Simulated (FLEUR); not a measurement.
# Rh (Fm-3m) in FLEUR: further runs

One crystal, Rh, is run at these levels: PBEsol; tasks: band structure.

All numbers are computed with FLEUR MaX-R8.1 (later development tree); they aren't measurements. Logs are shortened: lines on timing, memory, paths and dates and some standing lists are left out, and cuts for length are marked.

## Step 1: The structure

Symmetry: Fm-3m, No. 225, cubic system. Conventional cell: a = 3.796 Å, b = 3.796 Å, c = 3.796 Å, α = 90.00°, β = 90.00°, γ = 90.00°. Rh (site symmetry m-3m) is surrounded by 12 Rh at 2.68 Å.

## Step 2: Band structure, PBEsol

Contents of inp.xml:

```xml
<?xml version="1.0" encoding="UTF-8" standalone="no"?>
<fleurInput fleurInputVersion="0.39">
   <comment>
      Rh                                                                                                  
   </comment>
   <calculationSetup>
      <cutoffs Kmax="4.17" Gmax="12.9" GmaxXC="12.9" numbands="0"/>
      <scfLoop itmax="60" minDistance="0.00001" maxIterBroyd="15" imix="Anderson" alpha="0.05" precondParam="0.0" spinf="2.0" sdNocoIR="T"/>
      <coreElectrons ctail="T" frcor="F" kcrel="0" coretail_lmax="0"/>
      <xcFunctional name="PBEs" relativisticCorrections="F"/>
      <magnetism jspins="1"/>
      <soc l_soc="F" theta="0.0" phi="0.0" spav="F"/>
      <expertModes spex="0" secvar="F"/>
      <geometryOptimization l_f="F" forcealpha="1.0" forcemix="BFGS" epsdisp="0.00001" epsforce="0.00001"/>
      <ldaU l_linMix="F" mixParam="0.05" spinf="1.0"/>
   </calculationSetup>
   <cell>
      <bzIntegration valenceElectrons="17.0" mode="hist" fermiSmearingEnergy="0.00183747">
         <kPointListSelection listName="default-1"/>
         <!-- k-points included here -->
         <xi:include xmlns:xi="http://www.w3.org/2001/XInclude" href="kpts.xml"> </xi:include>
      </bzIntegration>
      <!-- symmetry operations included here -->
      <xi:include xmlns:xi="http://www.w3.org/2001/XInclude" href="sym.xml"> </xi:include>
      <bulkLattice scale="1.0">
         <bravaisMatrix>
            <row-1>    0.0000000000000000     3.5864167255721098     3.5864167255721098</row-1>
            <row-2>    3.5864167255721098     0.0000000000000000     3.5864167255721098</row-2>
            <row-3>    3.5864167255721098     3.5864167255721098     0.0000000000000000</row-3>
         </bravaisMatrix>
      </bulkLattice>
   </cell>
   <atomSpecies>
      <species name="Rhodium (Rh)" element="Rh" atomicNumber="45">
         <mtSphere radius="2.35" gridPoints="777" logIncrement="0.016"/>
         <atomicCutoffs lmax="9" lnonsphr="9"/>
         <electronConfig flipSpins="F">
            <coreConfig>(1s1/2) (2s1/2) (2p1/2) (2p3/2) (3s1/2) (3p1/2) (3p3/2) (3d3/2) (3d5/2)</coreConfig>
            <valenceConfig>(4s1/2) (4p1/2) (4p3/2) (5s1/2) (4d3/2) (4d5/2)</valenceConfig>
            <stateOccupation state="(5s1/2)" spinUp="0.500000" spinDown="0.500000"/>
            <stateOccupation state="(4d3/2)" spinUp="1.600000" spinDown="1.600000"/>
            <stateOccupation state="(4d5/2)" spinUp="2.400000" spinDown="2.400000"/>
         </electronConfig>
         <energyParameters s="5" p="5" d="4" f="4"/>
         <lo type="SCLO" l="0" n="4" eDeriv="0"/>
         <lo type="SCLO" l="1" n="4" eDeriv="0"/>
         <lo type="SCLO" l="1" n="4" eDeriv="1"/>
         <lo type="SCLO" l="2" n="4" eDeriv="2"/>
         <lo type="SCLO" l="3" n="4" eDeriv="2"/>
      </species>
   </atomSpecies>
   <atomGroups>
      <atomGroup species="Rhodium (Rh)">
         <relPos label="                   1">.0000000000 .0000000000 .0000000000</relPos>
         <force calculate="T" relaxXYZ="TTT"/>
      </atomGroup>
   </atomGroups>
   <output dos="F" band="F" slice="F">
      <checks vchk="F" cdinf="F"/>
      <bandDOS minEnergy="-.5*Htr" maxEnergy="0.5*Htr" sigma="0.015" storeEVData="T"/>
      <vacuumDOS vacdos="F" integ="F" star="F" nstars="0" locx1="0.0" locy1="0.0" locx2="0.0" locy2="0.0" nstm="0" tworkf="0.0"/>
      <unfoldingBand unfoldBand="F" supercellX="1" supercellY="1" supercellZ="1"/>
      <plotting iplot="0" polar="F">
         <plot TwoD="T" vec1="  1.0  0.0  0.0" vec2="  0.0  1.0  0.0" vec3="  0.0  0.0  1.0" zero="  0.0  0.0  0.0" file="plot"/>
      </plotting>
      <chargeDensitySlicing numkpt="0" minEigenval="0.0" maxEigenval="0.0" nnne="0" pallst="F"/>
      <specialOutput eonly="F"/>
      <moessbauerParams electricFieldGradient="T" isomerShift="T" coreHyperfine="T" valenceHyperfine="T"/>
      <magneticCircularDichroism mcd="F" energyLo="-10.0" energyUp="0.0"/>
   </output>
  <!-- We include the file relax.xml here to enable relaxations (see documentation) -->
  <xi:include xmlns:xi="http://www.w3.org/2001/XInclude" href="relax.xml"> <xi:fallback/> </xi:include>
</fleurInput>
```

Contents of crystal.txt:

```
Rh
&input cartesian=F /
0.0000000000  1.8978500000  1.8978500000
1.8978500000  0.0000000000  1.8978500000
1.8978500000  1.8978500000  0.0000000000
1.8897261246
1.0 1.0 1.0

1
45 0.0000000000  0.0000000000  0.0000000000

&kpt div1=12 div2=12 div3=12 gamma=T /
```

Contents of inp.xml (bands):

```
<?xml version="1.0" encoding="UTF-8" standalone="no"?>
<fleurInput fleurInputVersion="0.39">
   <comment>
      Rh                                                                                                  
   </comment>
   <calculationSetup>
      <cutoffs Kmax="4.17" Gmax="12.9" GmaxXC="12.9" numbands="0"/>
      <scfLoop itmax="60" minDistance="0.00001" maxIterBroyd="15" imix="Anderson" alpha="0.05" precondParam="0.0" spinf="2.0" sdNocoIR="T"/>
      <coreElectrons ctail="T" frcor="F" kcrel="0" coretail_lmax="0"/>
      <xcFunctional name="PBEs" relativisticCorrections="F"/>
      <magnetism jspins="1"/>
      <soc l_soc="F" theta="0.0" phi="0.0" spav="F"/>
      <expertModes spex="0" secvar="F"/>
      <geometryOptimization l_f="F" forcealpha="1.0" forcemix="BFGS" epsdisp="0.00001" epsforce="0.00001"/>
      <ldaU l_linMix="F" mixParam="0.05" spinf="1.0"/>
   </calculationSetup>
   <cell>
      <bzIntegration valenceElectrons="17.0" mode="hist" fermiSmearingEnergy="0.00183747">
         <kPointListSelection listName="path-1"/>
         <!-- k-points included here -->
         <xi:include xmlns:xi="http://www.w3.org/2001/XInclude" href="kpts.xml"> </xi:include>
      </bzIntegration>
      <!-- symmetry operations included here -->
      <xi:include xmlns:xi="http://www.w3.org/2001/XInclude" href="sym.xml"> </xi:include>
      <bulkLattice scale="1.0">
         <bravaisMatrix>
            <row-1>    0.0000000000000000     3.5864167255721098     3.5864167255721098</row-1>
            <row-2>    3.5864167255721098     0.0000000000000000     3.5864167255721098</row-2>
            <row-3>    3.5864167255721098     3.5864167255721098     0.0000000000000000</row-3>
         </bravaisMatrix>
      </bulkLattice>
   </cell>
   <atomSpecies>
      <species name="Rhodium (Rh)" element="Rh" atomicNumber="45">
         <mtSphere radius="2.35" gridPoints="777" logIncrement="0.016"/>
         <atomicCutoffs lmax="9" lnonsphr="9"/>
         <electronConfig flipSpins="F">
            <coreConfig>(1s1/2) (2s1/2) (2p1/2) (2p3/2) (3s1/2) (3p1/2) (3p3/2) (3d3/2) (3d5/2)</coreConfig>
            <valenceConfig>(4s1/2) (4p1/2) (4p3/2) (5s1/2) (4d3/2) (4d5/2)</valenceConfig>
            <stateOccupation state="(5s1/2)" spinUp="0.500000" spinDown="0.500000"/>
            <stateOccupation state="(4d3/2)" spinUp="1.600000" spinDown="1.600000"/>
            <stateOccupation state="(4d5/2)" spinUp="2.400000" spinDown="2.400000"/>
         </electronConfig>
         <energyParameters s="5" p="5" d="4" f="4"/>
         <lo type="SCLO" l="0" n="4" eDeriv="0"/>
         <lo type="SCLO" l="1" n="4" eDeriv="0"/>
         <lo type="SCLO" l="1" n="4" eDeriv="1"/>
         <lo type="SCLO" l="2" n="4" eDeriv="2"/>
         <lo type="SCLO" l="3" n="4" eDeriv="2"/>
      </species>
   </atomSpecies>
   <atomGroups>
      <atomGroup species="Rhodium (Rh)">
         <relPos label="                   1">.0000000000 .0000000000 .0000000000</relPos>
         <force calculate="T" relaxXYZ="TTT"/>
      </atomGroup>
   </atomGroups>
   <output dos="F" band="T" slice="F">
      <checks vchk="F" cdinf="F"/>
      <bandDOS minEnergy="-.5*Htr" maxEnergy="0.5*Htr" sigma="0.015" storeEVData="T"/>
      <vacuumDOS vacdos="F" integ="F" star="F" nstars="0" locx1="0.0" locy1="0.0" locx2="0.0" locy2="0.0" nstm="0" tworkf="0.0"/>
      <unfoldingBand unfoldBand="F" supercellX="1" supercellY="1" supercellZ="1"/>
      <plotting iplot="0" polar="F">
         <plot TwoD="T" vec1="  1.0  0.0  0.0" vec2="  0.0  1.0  0.0" vec3="  0.0  0.0  1.0" zero="  0.0  0.0  0.0" file="plot"/>
      </plotting>
      <chargeDensitySlicing numkpt="0" minEigenval="0.0" maxEigenval="0.0" nnne="0" pallst="F"/>
      <specialOutput eonly="F"/>
      <moessbauerParams electricFieldGradient="T" isomerShift="T" coreHyperfine="T" valenceHyperfine="T"/>
      <magneticCircularDichroism mcd="F" energyLo="-10.0" energyUp="0.0"/>
   </output>
  <!-- We include the file relax.xml here to enable relaxations (see documentation) -->
  <xi:include xmlns:xi="http://www.w3.org/2001/XInclude" href="relax.xml"> <xi:fallback/> </xi:include>
</fleurInput>
```

Potentials or basis: all-electron, FLAPW.

On the command line:

```bash
> inpgen -f crystal.txt -profile fastHighL
> # inp.xml edited to the form shown
> fleur_MPI
> fleur_MPI   # second run, on inp.xml (bands)
```

Log:

```text
Welcome to FLEUR        (www.flapw.de)
      MaX-Release 8.1          (www.max-centre.eu)

 ========== k-point set info ==========
 Selected k-point list: default-1
 k-point list type: mesh
 12 x 12 x 12
 Number of k points: 72

 ------------Calculation Setup---------------------------
 Number of MPI-tasks      :            1
 Number of PE/node        :            1
 Number of OMP-threads    :            1
 Most efficient MPI parallelization for:
           1           2           3           4           6           8           9          12          18          24          36          72
 Additional eigenvalue parallelization possible
 Number of basis functions:          160
 Approximate size of matrices (H+S) per k-point:         0.000 GB
 --------------------------------------------------------
 Iteration:     1   Distance:      18.85311359 me/bohr^3
 Iteration:     2   Distance:      16.55779288 me/bohr^3
 Iteration:     3   Distance:       5.93363036 me/bohr^3
 Iteration:     4   Distance:       4.24265808 me/bohr^3
 Iteration:     5   Distance:       1.56172849 me/bohr^3
 Iteration:     6   Distance:       0.38316904 me/bohr^3
 Iteration:     7   Distance:       0.07060701 me/bohr^3
 Iteration:     8   Distance:       0.00746131 me/bohr^3
 Iteration:     9   Distance:       0.00392530 me/bohr^3
 Iteration:    10   Distance:       0.00054669 me/bohr^3
 Iteration:    11   Distance:       0.00081433 me/bohr^3
 Iteration:    12   Distance:       0.00002055 me/bohr^3
 Iteration:    13   Distance:       0.00001672 me/bohr^3
 Iteration:    14   Distance:       0.00000039 me/bohr^3

 ********************************************************************
 Run finished successfully
 Stop message:
   all done
 ********************************************************************
```

output (bands):

```text
Welcome to FLEUR        (www.flapw.de)
      MaX-Release 8.1          (www.max-centre.eu)

 ========== k-point set info ==========
 Selected k-point list: path-1
 k-point list type: path
 Number of k points: 60

 ------------Calculation Setup---------------------------
 Number of MPI-tasks      :            1
 Number of PE/node        :            1
 Number of OMP-threads    :            1
 Most efficient MPI parallelization for:
           1           2           3           4           5           6          10          12          15          20          30          60
 Additional eigenvalue parallelization possible
 Number of basis functions:          160
 Approximate size of matrices (H+S) per k-point:         0.000 GB
 --------------------------------------------------------
 Fermi energy correction for metals:
 Fermi energy in bands.* files may not be consistent with last density.
 Please correct it manually (e.g. in band.gnu file).

 Note: Band structure data (together with different weights) is also stored in the banddos.hdf file.
       A convenient way of extracting and plotting the data from that file is by making use of the

 ********************************************************************
 Run finished successfully
 Stop message:
   Charge density postprocessing done.
 ********************************************************************
```

out.xml (last iteration):

```text
<iteration numberForCurrentRun="   14" overallNumber="   14">
         <energyParameters units="Htr">
            <atomicEP atomType="1" spin="1" branch="5s" branchLowest="-2.35" branchHighest="2.34" value="0.3513273443"/>
            <atomicEP atomType="1" spin="1" branch="5p" branchLowest="-1.14" branchHighest="3.07" value="0.4776622999"/>
            <atomicEP atomType="1" spin="1" branch="4d" branchLowest="-10.39" branchHighest="0.70" value="0.4180184203"/>
            <atomicEP atomType="1" spin="1" branch="4f" branchLowest="-9.99" branchHighest="2.61" value="0.7664101500"/>
            <loAtomicEP atomType="1" spin="1" branch="4s" branchLowest="-21.25" branchHighest="-2.35" value="-2.3670612032"/>
            <loAtomicEP atomType="1" spin="1" branch="4p" branchLowest="-17.07" branchHighest="-1.14" value="-1.1913129497"/>
            <loAtomicEP atomType="1" spin="1" branch="4p" branchLowest="-17.07" branchHighest="-1.14" value="-1.1913129497"/>
            <loAtomicEP atomType="1" spin="1" branch="4d" branchLowest="-10.39" branchHighest="0.70" value="0.4140740994"/>
            <loAtomicEP atomType="1" spin="1" branch="4f" branchLowest="-9.99" branchHighest="2.61" value="0.7664116752"/>
         </energyParameters>
         <eigenvalues>
            <eigenvaluesAt spin="1" ikpt="1" k_x="0.00000000" k_y="0.00000000" k_z="0.00000000">
                      -2.3712993833       -1.1757906400       -1.1757906400       -1.1757906400        0.2290183600
                       0.4112530904        0.4112530904        0.4112530904        0.4895626902        0.4895626902
                       1.1038201670        1.3008706478        1.3008706478        1.3008706478
            </eigenvaluesAt>
            <eigenvaluesAt spin="1" ikpt="2" k_x="0.00000000" k_y="0.00000000" k_z="0.08333333">
                      -2.3710164175       -1.1777013754       -1.1760489559       -1.1760489559        0.2392343317
                       0.4068076913        0.4151908526        0.4151908526        0.4874296631        0.4874296631
                       1.1184483865        1.2533275831        1.3158920627        1.3158920627
            </eigenvaluesAt>
            <eigenvaluesAt spin="1" ikpt="3" k_x="0.00000000" k_y="0.00000000" k_z="0.16666667">
                      -2.3702414529       -1.1828811127       -1.1767531963       -1.1767531963        0.2664228616
                       0.3988289609        0.4231875970        0.4231875970        0.4855790487        0.4855790487
                       1.1498736575        1.1696568851        1.3578144236        1.3578144236
[... 24 lines left out ...]
            <state n="3" l="1" j="1.5" energy="-16.7832052936" weight="2.0000000000"/>
            <state n="3" l="2" j="1.5" energy="-10.4953232805" weight="2.0000000000"/>
            <state n="3" l="2" j="2.5" energy="-10.3150123427" weight="3.0000000000"/>
         </coreStates>
         <allElectronCharges>
            <spinDependentCharge spin="1" total="45.0000000" interstitial="1.6320236" mtSpheres="43.3679764"/>
            <totalCharge value="44.9999999994"/>
         </allElectronCharges>
         <moessbauerParams unitsHFF="kG" unitsIS="e/bohr^3" unitsEFG="Htr/bohr^2">
            <coreIsomerShift atomType="1" isTotal="122127.79505">
               <shell n="1" l="0" isomerShift="107506.52649"/>
               <shell n="2" l="0" isomerShift="12108.42988"/>
               <shell n="2" l="1" isomerShift="229.39584"/>
               <shell n="3" l="0" isomerShift="2238.23627"/>
               <shell n="3" l="1" isomerShift="45.20658"/>
               <shell n="3" l="2" isomerShift="0.00001"/>
            </coreIsomerShift>
            <isomerShift atomType="1" nucleusRadius="0.0001107" averageDensity="122557.66232"/>
            <electricFieldGradient atomType="1" VXX="0.00000" VYY="0.00000" VZZ="0.00000" asymParam="0.00000">
            </electricFieldGradient>
         </moessbauerParams>
         <totalEnergy                                    value="    -4782.9127032376" units="Htr">
            <sumOfEigenvalues                            value="    -2847.0639491974">
               <coreElectrons value="-2838.8802570131"/>
               <valenceElectrons value="-8.1836921843"/>
            </sumOfEigenvalues>
            <densityCoulombPotentialIntegral value="-7653.0430493065"/>
            <densityEffectivePotentialIntegral value="-7832.5302165851"/>
            <chargeDenXCDenIntegral value="-136.5795273454"/>
            <FockExchangeEnergyValence value="0.0000000000"/>
            <FockExchangeEnergyCore value="0.0000000000"/>
            <atomTypeDependentContributions atomType="1">
               <electronNucleiInteractionDifferentMTs value="5778.8798534279"/>
               <MadelungTerm value="-26.3980651987"/>
            </atomTypeDependentContributions>
            <tkbTimesEntropy value="0.0002978754"/>
            <freeEnergy value="-4782.9130011130"/>
            <extrapolationTo0K value="-4782.9128521753"/>
         </totalEnergy>
         <densityConvergence units="me/bohr^3">
            <chargeDensity spin="1" distance="0.0000003921"/>
         </densityConvergence>
      </iteration>
```

Run time: 23 s. Hardware: 1 thread of Intel Xeon Platinum 8259CL at 2.50GHz (Skylake/Cascade Lake), shared host; peak memory 0.06 GiB.

Results:

```
Free energy                                           : -130149.6931 eV
Band gap along the path                               : none (metal or under the smearing width)
Valence electrons inside the program's atomic spheres : Rh 15.37 (radii Rh 2.35 bohr)
```

Levels at the corners of the path, in eV from the Fermi level:
| point | band 4 | band 5 | band 6 | band 7 | band 8 | band 9 | band 10 | band 11 | band 12 | band 13 |
| --- | --- | --- | --- | --- | --- | --- | --- | --- | --- | --- |
| Γ | -46.33 | -8.11 | -3.15 | -3.15 | -3.15 | -1.02 | -1.02 | 15.70 | 21.06 | 21.06 |
| X | -46.61 | -6.43 | -6.06 | 0.54 | 0.98 | 0.98 | 3.17 | 12.28 | 13.19 | 13.19 |
| W | -46.62 | -5.11 | -3.89 | -3.89 | -1.24 | 0.98 | 9.58 | 9.58 | 11.19 | 12.65 |
| K | -46.55 | -5.61 | -4.86 | -2.13 | -0.72 | 0.36 | 7.84 | 8.54 | 12.03 | 16.38 |
| Γ | -46.33 | -8.11 | -3.15 | -3.15 | -3.15 | -1.02 | -1.02 | 15.70 | 21.06 | 21.06 |
| L | -46.44 | -6.24 | -3.22 | -3.22 | 0.56 | 0.56 | 0.63 | 8.63 | 15.25 | 20.95 |
| U | -46.55 | -5.61 | -4.86 | -2.13 | -0.72 | 0.36 | 7.84 | 8.54 | 12.03 | 16.38 |
| W | -46.62 | -5.11 | -3.89 | -3.89 | -1.24 | 0.98 | 9.58 | 9.58 | 11.19 | 12.65 |
| L | -46.44 | -6.24 | -3.22 | -3.22 | 0.56 | 0.56 | 0.63 | 8.63 | 15.25 | 20.95 |
| K | -46.55 | -5.61 | -4.86 | -2.13 | -0.72 | 0.36 | 7.84 | 8.54 | 12.03 | 16.38 |
| U | -46.55 | -5.61 | -4.86 | -2.13 | -0.72 | 0.36 | 7.84 | 8.54 | 12.03 | 16.38 |
| X | -46.61 | -6.43 | -6.06 | 0.54 | 0.98 | 0.98 | 3.17 | 12.28 | 13.19 | 13.19 |

Core levels (eV from the Fermi level):
```csv
atom,levels
1 Rh,"1s1/2 -23009.6, 2s1/2 -3332.5, 2p1/2 -3085.7, 2p3/2 -2941.2, 3s1/2 -592.5, 3p1/2 -495.9, 3p3/2 -471.0, 3d3/2 -299.9, 3d5/2 -295.0"
```

[end of part 1 of 2]
